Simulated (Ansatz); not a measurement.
# Sb: the cost of one run

Computed with Ansatz 0.2.0 (DFT PBEsol, scalar-relativistic, plane waves, PAW, unless a step's input says otherwise).

## Step 1: The structure to begin with

Symmetry: I4/mmm, No. 139, tetragonal system. The conventional cell has a = 3.153 Å, b = 3.153 Å, c = 5.424 Å, α = 90.00°, β = 90.00°, γ = 90.00°. Around Sb (site symmetry 4/mmm) lie 12 Sb at 3.15 to 3.51 Å.

Coordinates:

```xyz
1
Lattice="-1.5765 1.5765 2.7119 1.5765 -1.5765 2.7119 1.5765 1.5765 -2.7119" Properties=species:S:1:pos:R:3 pbc="T T T"
Sb    0.0000    0.0000    0.0000
```

The structure comes from the Materials Project (structure only).

## Step 2: A change within a subgroup

The change: strain xx, yy, zz, yz, xz, xy = -3.8, -3.8, +0.5, +0.0, +0.0, +4.0 %.

Input file input.yaml:

```yaml
crystal:
  lattice:
    - [-1.4541533687, 1.4541533687, 2.7256608398]
    - [1.4541533687, -1.4541533687, 2.7256608398]
    - [1.5802765833, 1.5802765833, -2.7256608398]
  atoms:
    - { symbol: Sb, position: [0.0, 0.0, 0.0] }
basis:
  ecutwfc: 420
kpoints:
  mp_grid: { grid: [16, 16, 16] }
hamiltonian:
  xc: pbesol
scf:
  occupations: { method: gaussian, width: 0.1 }
output:
  forces: true
  stress: true
  eigenvalues: true
```

The run is started by

```
ansatz run input.yaml --threads 1 --pin off --max-ram 1331MiB --backend cpu --events-out ev --progress --plain --runs-dir out
```

**Question.** How long does this run take on 1 thread of an x86-64 CPU, shared host, and how much memory does it need?

About 23 s, with a peak of 0.47 GiB.
